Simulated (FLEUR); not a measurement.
A run of FLEUR MaX-R8.1 (later development tree) is set up as follows.

inp.xml

```xml
<?xml version="1.0" encoding="UTF-8" standalone="no"?>
<fleurInput fleurInputVersion="0.39">
   <comment>
      MnO                                                                                                 
   </comment>
   <calculationSetup>
      <cutoffs Kmax="4.45" Gmax="13.8" GmaxXC="13.8" numbands="0"/>
      <scfLoop itmax="100" minDistance="0.001" maxIterBroyd="50" imix="Anderson" alpha="0.05" precondParam="0.0" spinf="2.0" sdNocoIR="T"/>
      <coreElectrons ctail="T" frcor="F" kcrel="0" coretail_lmax="0"/>
      <xcFunctional name="pbe" relativisticCorrections="F"/>
      <magnetism jspins="2"/>
      <soc l_soc="F" theta="0.0" phi="0.0" spav="F"/>
      <expertModes spex="0" secvar="F"/>
      <geometryOptimization l_f="F" forcealpha="1.0" forcemix="BFGS" epsdisp="0.00001" epsforce="0.00001"/>
      <ldaU l_linMix="F" mixParam="0.05" spinf="1.0"/>
   </calculationSetup>
   <cell>
      <bzIntegration valenceElectrons="21.0" mode="gauss" fermiSmearingEnergy="0.00183747">
         <kPointListSelection listName="default-1"/>
         <!-- k-points included here -->
         <xi:include xmlns:xi="http://www.w3.org/2001/XInclude" href="kpts.xml"> </xi:include>
      </bzIntegration>
      <!-- symmetry operations included here -->
      <xi:include xmlns:xi="http://www.w3.org/2001/XInclude" href="sym.xml"> </xi:include>
      <bulkLattice scale="1.0">
         <bravaisMatrix>
            <row-1>    0.0000000000000000     4.1989720724708208     4.1989720724708208</row-1>
            <row-2>    4.1989720724708208     0.0000000000000000     4.1989720724708208</row-2>
            <row-3>    4.1989720724708208     4.1989720724708208     0.0000000000000000</row-3>
         </bravaisMatrix>
      </bulkLattice>
   </cell>
   <atomSpecies>
      <species name="Manganese 5.000" element="Mn" atomicNumber="25">
         <mtSphere radius="2.2" gridPoints="727" logIncrement="0.017"/>
         <atomicCutoffs lmax="9" lnonsphr="9"/>
         <electronConfig flipSpins="F">
            <coreConfig>(1s1/2) (2s1/2) (2p1/2) (2p3/2)</coreConfig>
            <valenceConfig>(3s1/2) (3p1/2) (3p3/2) (4s1/2) (3d3/2) (3d5/2)</valenceConfig>
            <stateOccupation state="(3d3/2)" spinUp="2.0" spinDown="0.0"/>
            <stateOccupation state="(3d5/2)" spinUp="3.0" spinDown="0.0"/>
         </electronConfig>
         <energyParameters s="4" p="4" d="3" f="4"/>
         <ldaU l="2" U="8" J="0.7" l_amf="F"/>
         <lo type="SCLO" l="0" n="3" eDeriv="0"/>
         <lo type="SCLO" l="1" n="3" eDeriv="0"/>
         <lo type="SCLO" l="1" n="3" eDeriv="1"/>
         <lo type="SCLO" l="3" n="4" eDeriv="2"/>
      </species>
      <species name="Oxygen (O)" element="O" atomicNumber="8">
         <mtSphere radius="1.69" gridPoints="559" logIncrement="0.019"/>
         <atomicCutoffs lmax="8" lnonsphr="8"/>
         <electronConfig flipSpins="F">
            <coreConfig>(1s1/2)</coreConfig>
            <valenceConfig>(2s1/2) (2p1/2) (2p3/2)</valenceConfig>
            <stateOccupation state="(2p1/2)" spinUp="0.666667" spinDown="0.666667"/>
            <stateOccupation state="(2p3/2)" spinUp="1.333333" spinDown="1.333333"/>
         </electronConfig>
         <energyParameters s="2" p="2" d="3" f="4"/>
         <lo type="SCLO" l="0" n="2" eDeriv="2"/>
         <lo type="SCLO" l="1" n="2" eDeriv="2"/>
         <lo type="SCLO" l="2" n="3" eDeriv="2"/>
      </species>
   </atomSpecies>
   <atomGroups>
      <atomGroup species="Manganese 5.000">
         <relPos label="                   1">.0000000000 .0000000000 .0000000000</relPos>
         <force calculate="T" relaxXYZ="TTT"/>
      </atomGroup>
      <atomGroup species="Oxygen (O)">
         <relPos label="                   2">1.000/2.000 1.000/2.000 1.000/2.000</relPos>
         <force calculate="T" relaxXYZ="TTT"/>
      </atomGroup>
   </atomGroups>
   <output dos="F" band="F" slice="F">
      <checks vchk="F" cdinf="F"/>
      <bandDOS minEnergy="-.5*Htr" maxEnergy="0.5*Htr" sigma="0.015" storeEVData="T"/>
      <vacuumDOS vacdos="F" integ="F" star="F" nstars="0" locx1="0.0" locy1="0.0" locx2="0.0" locy2="0.0" nstm="0" tworkf="0.0"/>
      <unfoldingBand unfoldBand="F" supercellX="1" supercellY="1" supercellZ="1"/>
      <plotting iplot="0" polar="F">
         <plot TwoD="T" vec1="  1.0  0.0  0.0" vec2="  0.0  1.0  0.0" vec3="  0.0  0.0  1.0" zero="  0.0  0.0  0.0" file="plot"/>
      </plotting>
      <chargeDensitySlicing numkpt="0" minEigenval="0.0" maxEigenval="0.0" nnne="0" pallst="F"/>
      <specialOutput eonly="F"/>
      <moessbauerParams electricFieldGradient="T" isomerShift="T" coreHyperfine="T" valenceHyperfine="T"/>
      <magneticCircularDichroism mcd="F" energyLo="-10.0" energyUp="0.0"/>
   </output>
  <!-- We include the file relax.xml here to enable relaxations (see documentation) -->
  <xi:include xmlns:xi="http://www.w3.org/2001/XInclude" href="relax.xml"> <xi:fallback/> </xi:include>
</fleurInput>
```

crystal.txt

```
MnO
&input cartesian=F /
0.0000000000  2.2220003300  2.2220003300
2.2220003300  0.0000000000  2.2220003300
2.2220003300  2.2220003300  0.0000000000
1.8897261246
1.0 1.0 1.0

2
25 0.0000000000  0.0000000000  0.0000000000 : 5.000
8 0.5000000000  0.5000000000  0.5000000000

&kpt div1=7 div2=7 div3=7 gamma=T /
```

Potentials or basis: all-electron, FLAPW.

The run is started by

```sh
$ inpgen -f crystal.txt -profile fastHighL -nosym
$ # inp.xml edited to the form shown
$ fleur_MPI
```

Question: Estimate the net moment.

Answer: 5.00 μB per cell.

Question: Predict the band gap on the k mesh.

Answer: 0.83 eV, indirect (least direct gap 2.73 eV).

Question: Predict the site moments.

Answer: Mn +4.62; O +0.13 μB.

Core levels (eV from the Fermi level):
```
atom                                                   levels
1 Mn  1s1/2 -6420.0, 2s1/2 -736.1, 2p1/2 -629.1, 2p3/2 -618.7
 2 O                                             1s1/2 -505.4
```

Caveat: the magnetic or orbital state may not be the lowest; an odd mesh through Γ misses points on the zone boundary, where band edges often lie; a cell with one magnetic atom can't hold antiferromagnetic order, which such compounds often take.
